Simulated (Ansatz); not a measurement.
Runs of Ansatz 0.2.0 on CuO (Tenorite). Symmetry: C2/c, No. 15, monoclinic system. The conventional cell has a = 4.684 Å, b = 3.423 Å, c = 5.129 Å, α = 90.00°, β = 99.54°, γ = 90.00°. Around Cu (site symmetry -1) lie 4 O at 1.95 to 1.96 Å. O (site symmetry 2) has 4 Cu at 1.95 to 1.96 Å as nearest neighbours. 

```csv
task,level,potentials or basis,U,cell,cutoff (eV),points for each segment of the path,hubbard projectors,double counting,gap on the mesh (eV),pressure (GPa),V0 of scaled cells (Å³/atom),relaxed volume (Å³/atom),B0 (GPa),largest force (eV/Å)
band structure,PBE+U,Ansatz PAW,Cu d U = 5.3 eV,as given,420,14,ortho-atomic (the default),fll (the default),none,(b),-,-,-,0.13
equation of state,BLYP+D3(BJ),Ansatz PAW,-,as given,420,-,-,-,-,-,10.30,-,167,-
relaxation of cell and atoms,RPBE,Ansatz PAW,-,relaxed,420,-,-,-,none,0.0,-,11.61,-,-
density of states,LDA,Ansatz PAW,-,as given,420,-,-,-,none,(c),-,-,-,0.47
single point,PBE,Ansatz PAW,-,as given,250,-,-,-,none,(a),-,-,-,0.26
equation of state,PBE,SSSP precision PAW,-,as given,1225,-,-,-,-,-,10.48,-,162,-
relaxation of cell and atoms,exchange-only PBE,Ansatz PAW,-,relaxed,420,-,-,-,-,0.0,-,12.77,-,-
band structure,r2SCAN+U,Ansatz PAW,Cu d U = 5.3 eV,as given,500,14,ortho-atomic (the default),fll (the default),none,1.0,-,-,-,0.16
```

Alike in all rows: no spin polarisation; k mesh 10 × 10 × 5; smearing fermi-dirac 0.05 eV.

Task: Fill in the values left out.

Result: (a) 3.2; (b) 8.3; (c) -9.6.

Caveats: the run has no spin polarisation, though such a crystal can be magnetic; the PAW data sets come from PBE, with cores solved anew for the run's functional, which leaves a small shift of forces and pressure (some runs); semilocal functionals often make such compounds metallic where correlation or magnetic order opens a gap, which also shifts bond lengths (some runs); U without spin polarisation on a metal has little footing (some runs); the cell was scaled at fixed shape and fractional positions, which overstates the stiffness of a crystal with free parameters, most of all of layers and chains (some runs); the plane-wave basis is chosen anew once the cell has moved, so the energies of steps on either side of that aren't comparable (some runs); the potentials were made for another functional, which shifts forces and pressure (some runs).

A gap of «none» marks a metal or a gap under the smearing width.
